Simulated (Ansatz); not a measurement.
Structure types of Si were relaxed at one common pressure (all-electron LAPW in Ansatz 0.2.0 under PBE, scalar-relativistic, no spin polarisation, zero temperature). They take these volumes:

```
            type  space group  V (Å³/atom)
             fcc        Fm-3m         8.68
             bcc        Im-3m         8.93
             hcp     P6_3/mmc         8.82
           omega       P6/mmm         9.04
              sc        Pm-3m         9.97
simple hexagonal       P6/mmm         9.56
```

Task: At about which pressure, and is the densest type also the lowest in enthalpy?

Result: 130 GPa. The densest is fcc, and it is also the lowest in enthalpy among these.
